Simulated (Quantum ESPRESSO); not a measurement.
The system is CoO.

```
Co O
1.0
     1.50547    0.86918    2.43993
    -1.50547    0.86918    2.43993
     0.00000   -1.73837    2.43993
Co O
1 1
Direct
  0.00000 0.00000 0.00000
  0.50000 0.50000 0.50000
```

The cell is a database's computed one.

Base run:

| Item | Value |
| --- | --- |
| Program | Quantum ESPRESSO 7.5 |
| Functional | PBE |
| Potentials or basis | SSSP 1.3 efficiency PBE |
| Cutoff | 748 eV |
| Density cutoff | 5987 eV |
| k mesh | 11 × 11 × 11 |
| Occupations | fermi-dirac, width 0.05 eV |
| Spin | collinear spin, ferromagnetic start |
| Starting moments | [2.0, 0.0] μB |

Its results: band gap on the k mesh none (metal or under the smearing width); pressure 0.1 GPa; net moment 2.98 μB per cell; site moments Co +2.54; O +0.34 μB.

After a change of settings the same cell gave: band gap on the k mesh none (metal or under the smearing width); pressure -8.8 GPa; net moment 2.99 μB per cell; site moments Co +2.54; O +0.35 μB. Which change was it?
A. functional from PBE to LDA; potentials or basis from SSSP 1.3 efficiency PBE to GBRV 1.5 LDA; cutoff from 748 eV to 762 eV; density cutoff from 5987 eV to 6095 eV
B. potentials or basis from SSSP 1.3 efficiency PBE to PseudoDojo 0.4.1 SR PBE standard; cutoff from 748 eV to 1306 eV; density cutoff from 5987 eV to 5225 eV; k mesh from 11 × 11 × 11 to 9 × 9 × 9
C. functional from PBE to PBEsol; potentials or basis from SSSP 1.3 efficiency PBE to GBRV 1.5 PBEsol; cutoff from 748 eV to 762 eV; density cutoff from 5987 eV to 6095 eV
D. potentials or basis from SSSP 1.3 efficiency PBE to SG15 PBE 1.2; cutoff from 748 eV to 1197 eV; density cutoff from 5987 eV to 4789 eV; k mesh from 11 × 11 × 11 to 4 × 4 × 4

C.

Caveats: a cell with one magnetic atom can't hold antiferromagnetic order, which such compounds often take; semilocal functionals often make such compounds metallic where correlation or magnetic order opens a gap, which also shifts bond lengths.

Not every run made on this cell is shown here.
